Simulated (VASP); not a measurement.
Input of a VASP 6.6.1 run:

Contents of POSCAR:

```
LiH
1.0
    2.5069900000      0.0000000000      0.0000000000
    0.0000000000      2.5069900000      0.0000000000
    0.0000000000      0.0000000000      2.5069900000
Li H
1 1
Direct
    0.5000000000      0.5000000000      0.5000000000
    0.0000000000      0.0000000000      0.0000000000
```

File INCAR.step1:

```
PREC = Accurate
ENCUT = 520
EDIFF = 1E-5
ISMEAR = -1
SIGMA = 0.05
LREAL = False
LASPH = True
NELM = 100
ALGO = Normal
ISIF = 2
LWAVE = True
GGA = PE
```

The input INCAR.step2:

```
PREC = Accurate
ENCUT = 520
EDIFF = 1E-6
ISMEAR = -1
SIGMA = 0.05
LREAL = False
LASPH = True
NELM = 100
ALGO = Normal
ISIF = 2
LWAVE = False
LCHARG = False
GGA = PE
LHFCALC = True
AEXX = 0.25
PRECFOCK = Fast
HFRCUT = -1
ISTART = 1
```

Contents of KPOINTS:

```
regular mesh
0
Gamma
  6 6 6
```

Potentials or basis: VASP PAW PBE potentials, release 64 (Li_sv, H).

Command:

```sh
$ cat potpaw_PBE.64/Li_sv/POTCAR potpaw_PBE.64/H/POTCAR > POTCAR
$ cp INCAR.step1 INCAR
$ mpirun -np 1 vasp_std > vasp.out
$ cp INCAR.step2 INCAR
$ mpirun -np 1 vasp_std > vasp.out
```

Q: Estimate the band gap on the k mesh.

A: 2.19 eV, indirect (least direct gap 6.01 eV).

 A k mesh can miss the band edges.
